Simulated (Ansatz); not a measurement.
These are results of DFT PBE, scalar-relativistic, plane waves, PAW (Ansatz), not measurements. Settings: cutoff 420 eV, Γ-centred meshes spaced at most about 0.3 Å⁻¹, and about 0.25 Å⁻¹ or finer for metals (2π included), Gaussian smearing. Spin is collinear in cells that carry moments; the others ran without spin or lost their moments.

Each guess is relaxed in cell and atoms at zero pressure, on a coarse mesh first where it starts far from rest and then on a converged one. The steps can't lower the symmetry of the start, but it can rise. Energies are static (0 K, no zero-point motion).

This guess for TiTe2 isn't its lowest structure:

Space group P-6m2 (No. 187). a = 5.481 Å, b = 5.481 Å, c = 6.569 Å, α = 90.00°, β = 90.00°, γ = 120.00°
```tsv
atom	site	symmetry	x	y	z
Ti	2g	3m.	0.0000	0.0000	0.2883
Te	1e	-6m2	0.6667	0.3333	0.0000
Te	2i	3m.	0.6667	0.3333	0.3151
Te	1a	-6m2	0.0000	0.0000	0.0000
```

Q: Where does the relaxation end?

A: P-6m2 at 28.5 Å³/atom → P-6m2 at 33.4 Å³/atom. Conventional cell: a = 4.972 Å, c = 9.364 Å. Around Ti lie 1 Ti at 2.41 Å, 3 Te at 2.91 Å and 1 Te at 3.48 Å; Te on a site of symmetry -6m2 has 5 Te at 2.87–3.03 Å; around Te on a site of symmetry 3m lie 3 Ti at 2.91 Å, 1 Te at 3.03 Å and 1 Te at 3.31 Å; around Te on a second site of symmetry -6m2 lie 3 Te at 2.87 Å.

```cif
data_structure
_symmetry_space_group_name_H-M 'P-6m2'
_symmetry_Int_Tables_number 187
_cell_length_a 4.9719
_cell_length_b 4.9719
_cell_length_c 9.3644
_cell_angle_alpha 90.000
_cell_angle_beta 90.000
_cell_angle_gamma 120.000
_cell_volume 200.47
loop_
_atom_site_label
_atom_site_type_symbol
_atom_site_symmetry_multiplicity
_atom_site_Wyckoff_symbol
_atom_site_fract_x
_atom_site_fract_y
_atom_site_fract_z
_atom_site_occupancy
Ti1 Ti 2 g 0.00000 0.00000 0.37148 1
Te1 Te 1 e 0.66667 0.33333 0.00000 1
Te2 Te 2 i 0.66667 0.33333 0.32320 1
Te3 Te 1 a 0.00000 0.00000 0.00000 1
```

Q: Compare it with the lowest TiTe2 structure at this level.

A: It lies 0.96 eV/atom above the lowest of the 9 forms computed, a structure that the Crystallography Open Database (COD) lists, of the cadmium iodide type. Space group P-3m1 (No. 164), trigonal, a = 3.768 Å, c = 6.919 Å. Ti is surrounded by 6 Te at 2.78 Å; around Te lie 3 Ti at 2.78 Å. That form has 28.4 Å³/atom and no gap on its mesh, nor has the guess's end. Counting Te atoms around Ti (those within 1.25 times the shortest such distance or 1.15 times the sum of covalent radii; a plus sign parts nearer from farther groups), the guess's end has Ti 3+1 and the lowest form has Ti 6. The guess's end holds Te–Te nets (shortest 2.87 Å); in the lowest form the shortest Te–Te distance is 3.77 Å.

No dispersion correction is applied, so the spacing and binding between layers, chains or molecules are poorly described (P-3m1), and this can change margins and order among such cells. Spin–orbit coupling, which can matter for Te, is left out. Another magnetic order may lie lower. Some types were kept out of the candidates beforehand, so the set may lack a known form.
